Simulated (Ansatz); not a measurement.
CoO:

```
Co O
1.0
    -1.50800    1.50800    2.10725
     1.50800   -1.50800    2.10725
     1.50800    1.50800   -2.10725
Co O
1 1
Cartesian
  0.0000 0.0000 0.0000
  0.0000 0.0000 2.1072
```

Base run:

| Quantity | Value |
| --- | --- |
| Program | Ansatz 0.2.0 |
| Functional | RPBE |
| Potentials or basis | Ansatz PAW |
| Cutoff | 420 eV |
| Density cutoff | 1680 eV |
| k mesh | 12 × 12 × 12 |
| Occupations | gaussian, width 0.05 eV |
| Spin | collinear spin, ferromagnetic start |
| Starting moments | [2.0, 0.0] μB |

Its results: band gap on the k mesh none (metal or under the smearing width); pressure 8.1 GPa; net moment 2.92 μB per cell; site moments Co +2.48; O +0.30 μB.

Q: The run is repeated on the same cell with these changes: functional from RPBE to PBEsol; occupations from gaussian, width 0.05 eV to gaussian, width 0.1 eV. What comes out?

A: Band gap on the k mesh none (metal or under the smearing width); pressure -9.1 GPa; net moment 2.95 μB per cell; site moments Co +2.49; O +0.34 μB.

Caveats: a cell with one magnetic atom can't hold antiferromagnetic order, which such compounds often take; semilocal functionals often make such compounds metallic where correlation or magnetic order opens a gap, which also shifts bond lengths; the PAW data sets come from PBE, with cores solved anew for the run's functional, which leaves a small shift of forces and pressure; the potentials were made for another functional, which shifts forces and pressure (some runs).

Not every run made on this cell is shown here.
